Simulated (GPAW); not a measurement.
# Pb (Im-3m) in GPAW: settings compared, part 2 of 2

GPAW 26.7.0.

## (5) Atomic charges, PBE

The input, run.py:

```python
import numpy as np
import spglib
from ase import Atoms
from ase.dft.bandgap import bandgap
from ase.io import read, write
from ase.units import Bohr, GPa
from gpaw import GPAW, PW
from gpaw.analyse.hirshfeld import HirshfeldPartitioning

atoms = read('Pb.cif')
cell, positions, numbers = spglib.find_primitive(
    (atoms.cell[:], atoms.get_scaled_positions(), atoms.numbers), symprec=1e-4)
atoms = Atoms(numbers, cell=cell, scaled_positions=positions, pbc=True)

calc = GPAW(mode=PW(600),
            xc='PBE',
            kpts={'size': (9, 9, 9), 'gamma': True},
            occupations={'name': 'fermi-dirac', 'width': 0.05},
            nbands=14,
            convergence={'density': 1e-05, 'energy': 1e-05},
            maxiter=150,
            legacy_gpaw=True,
            txt='gpaw.txt')
atoms.calc = calc
energy = atoms.get_potential_energy()
forces = atoms.get_forces()
stress = atoms.get_stress()
calc.write('gs.gpw')
write('result.traj', atoms)
print(f'Energy: {energy:.6f} eV')
print('Forces (eV/A):')
print(forces.round(4))
print('Stress (GPa):', (stress / GPa).round(3))
print('Fermi level:', round(calc.get_fermi_level(), 4), 'eV')
print(f'Gap: {bandgap(calc)[0]:.4f} eV, direct: {bandgap(calc, direct=True)[0]:.4f} eV')

hirshfeld = HirshfeldPartitioning(calc)
print('Hirshfeld charges:', *np.round(hirshfeld.get_charges(), 4))
print('Hirshfeld volume ratios:', *np.round(hirshfeld.get_effective_volume_ratios(), 4))

# fields on the real-space grid
write('density.cube', atoms, data=calc.get_pseudo_density() * Bohr**3)
write('potential.cube', atoms, data=calc.get_electrostatic_potential())
```

The input, Pb.cif:

```cif
data_Pb
_cell_length_a 3.95931913
_cell_length_b 3.95931913
_cell_length_c 3.95931913
_cell_angle_alpha 90.00000000
_cell_angle_beta 90.00000000
_cell_angle_gamma 90.00000000
_space_group_name_H-M_alt 'Im-3m'
_space_group_name_Hall '-I 4 2 3'
_space_group_IT_number 229
loop_
_space_group_symop_operation_xyz
'x,y,z'
'-x,-y,-z'
'-y,x,z'
'y,-x,-z'
'-x,-y,z'
'x,y,-z'
'y,-x,z'
'-y,x,-z'
'x,-y,-z'
'-x,y,z'
'-y,-x,-z'
'y,x,z'
'-x,y,-z'
'x,-y,z'
'y,x,-z'
'-y,-x,z'
'z,x,y'
'-z,-x,-y'
'z,-y,x'
'-z,y,-x'
'z,-x,-y'
'-z,x,y'
'z,y,-x'
'-z,-y,x'
'-z,x,-y'
'z,-x,y'
'-z,-y,-x'
'z,y,x'
'-z,-x,y'
'z,x,-y'
'-z,y,x'
'z,-y,-x'
'y,z,x'
'-y,-z,-x'
'x,z,-y'
'-x,-z,y'
'-y,z,-x'
'y,-z,x'
'-x,z,y'
'x,-z,-y'
'-y,-z,x'
'y,z,-x'
'-x,-z,-y'
'x,z,y'
'y,-z,-x'
'-y,z,x'
'x,-z,y'
'-x,z,-y'
'x+1/2,y+1/2,z+1/2'
'-x+1/2,-y+1/2,-z+1/2'
'-y+1/2,x+1/2,z+1/2'
'y+1/2,-x+1/2,-z+1/2'
'-x+1/2,-y+1/2,z+1/2'
'x+1/2,y+1/2,-z+1/2'
'y+1/2,-x+1/2,z+1/2'
'-y+1/2,x+1/2,-z+1/2'
'x+1/2,-y+1/2,-z+1/2'
'-x+1/2,y+1/2,z+1/2'
'-y+1/2,-x+1/2,-z+1/2'
'y+1/2,x+1/2,z+1/2'
'-x+1/2,y+1/2,-z+1/2'
'x+1/2,-y+1/2,z+1/2'
'y+1/2,x+1/2,-z+1/2'
'-y+1/2,-x+1/2,z+1/2'
'z+1/2,x+1/2,y+1/2'
'-z+1/2,-x+1/2,-y+1/2'
'z+1/2,-y+1/2,x+1/2'
'-z+1/2,y+1/2,-x+1/2'
'z+1/2,-x+1/2,-y+1/2'
'-z+1/2,x+1/2,y+1/2'
'z+1/2,y+1/2,-x+1/2'
'-z+1/2,-y+1/2,x+1/2'
'-z+1/2,x+1/2,-y+1/2'
'z+1/2,-x+1/2,y+1/2'
'-z+1/2,-y+1/2,-x+1/2'
'z+1/2,y+1/2,x+1/2'
'-z+1/2,-x+1/2,y+1/2'
'z+1/2,x+1/2,-y+1/2'
'-z+1/2,y+1/2,x+1/2'
'z+1/2,-y+1/2,-x+1/2'
'y+1/2,z+1/2,x+1/2'
'-y+1/2,-z+1/2,-x+1/2'
'x+1/2,z+1/2,-y+1/2'
'-x+1/2,-z+1/2,y+1/2'
'-y+1/2,z+1/2,-x+1/2'
'y+1/2,-z+1/2,x+1/2'
'-x+1/2,z+1/2,y+1/2'
'x+1/2,-z+1/2,-y+1/2'
'-y+1/2,-z+1/2,x+1/2'
'y+1/2,z+1/2,-x+1/2'
'-x+1/2,-z+1/2,-y+1/2'
'x+1/2,z+1/2,y+1/2'
'y+1/2,-z+1/2,-x+1/2'
'-y+1/2,z+1/2,x+1/2'
'x+1/2,-z+1/2,y+1/2'
'-x+1/2,z+1/2,-y+1/2'
loop_
_atom_site_label
_atom_site_type_symbol
_atom_site_symmetry_multiplicity
_atom_site_Wyckoff_symbol
_atom_site_fract_x
_atom_site_fract_y
_atom_site_fract_z
_atom_site_occupancy
Pb1 Pb 2 a 0.0000000000 0.0000000000 0.0000000000 1
```

Potentials or basis: GPAW PAW data sets (gpaw-data 1.2.1), pw.

The run is started by

```
OMP_NUM_THREADS=1 python run.py
```

Wall time 7 s (1 thread of Arm Neoverse V2, shared host); peak memory 0.2 GiB.

The run converged. Its results:

```yaml
Free_energy: -3.7597 eV
Pressure: 0.5 GPa
Band_gap_on_the_k_mesh: none (metal or under the smearing width)
```

Levels at points of the mesh, in eV from the Fermi level:
```csv
k point,band 4,band 5,band 6,band 7,band 8,band 9,band 10
"(0.00, 0.00, 0.00)",-16.93,-16.93,-11.59,7.36,7.36,7.36,11.12
```

The run has no spin-orbit coupling, so splittings on Pb are missing.

## (6) The runs side by side

| task | level | potentials or basis | older calculator (legacy_gpaw) | gap on the mesh (eV) | pressure (GPa) |
| --- | --- | --- | --- | --- | --- |
| single point | r2SCAN | GPAW PAW data sets (gpaw-data 1.2.1), pw | - | none | -0.6 |
| atomic charges | RPBE | the program's PAW data sets (release 1.2.1) made for this functional, pw | yes | none | 2.1 |
| atomic charges | LDA | the program's PAW data sets (release 1.2.1) made for this functional, pw | yes | none | -3.7 |
| atomic charges | PBE | GPAW PAW data sets (gpaw-data 1.2.1), pw | yes | none | 0.5 |

Alike in all rows: no spin polarisation; cell as given; k mesh 9 × 9 × 9; cutoff (eV) 600; smearing fermi-dirac 0.05 eV.

Caveats: the PAW data sets were made with another functional, which shifts forces and pressure a little (some runs).

Total energies depend on the potentials used, so only differences within one code and one set of settings carry meaning.
